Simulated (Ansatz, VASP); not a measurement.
## H4C in VASP and in Ansatz

```
CELL_PARAMETERS angstrom
-2.40456 2.47892 2.47892
2.40456 -2.47892 2.47892
2.40456 2.47892 -2.47892
ATOMIC_POSITIONS crystal
H 0.00000 0.00000 0.74631
H 0.74631 0.00000 0.00000
H 0.00000 0.74631 0.00000
H 0.25369 0.25369 0.25369
C 0.00000 0.00000 0.00000
```

Change from the starting cell: strain -0.0300 x Voigt [1, 0, 0, 0, 0, 0], atoms carried along.

Alike in both runs: task single point; functional PBEsol; k mesh 6 × 6 × 6; occupations gaussian, width 0.05 eV; no spin polarisation.

|  | VASP | Ansatz |
| --- | --- | --- |
| version | VASP 6.6.1 | Ansatz 0.2.0 |
| potentials or method | VASP PAW PBE potentials, release 64 (H, C) | scalar-relativistic, plane waves, PAW |
| plane-wave cutoff (eV) | 520 | 420 |
| valence electrons in the cell | 8 | 8 |

Ansatz gave:

| Item | Value |
| --- | --- |
| gap on the k mesh at the Fermi level (eV) | 7.63 |
| least direct gap on the mesh (eV) | 7.63 |
| pressure (GPa) | 2.6 |
| largest component of the traceless stress (GPa) | 0.62 |
| rms of the force components (eV/Å) | 0.359 |

**Question.** Estimate VASP's values.

**Answer.** gap on the k mesh at the Fermi level (eV): 7.63; least direct gap on the mesh (eV): 7.63; pressure (GPa): 2.6; largest component of the traceless stress (GPa): 0.61; rms of the force components (eV/Å): 0.375.

Atom by atom the forces differ by 0.017 eV/Å (rms over components).

Caveats: the PAW data sets were made with another functional, which shifts forces and pressure a little (VASP). A k mesh can miss the band edges.
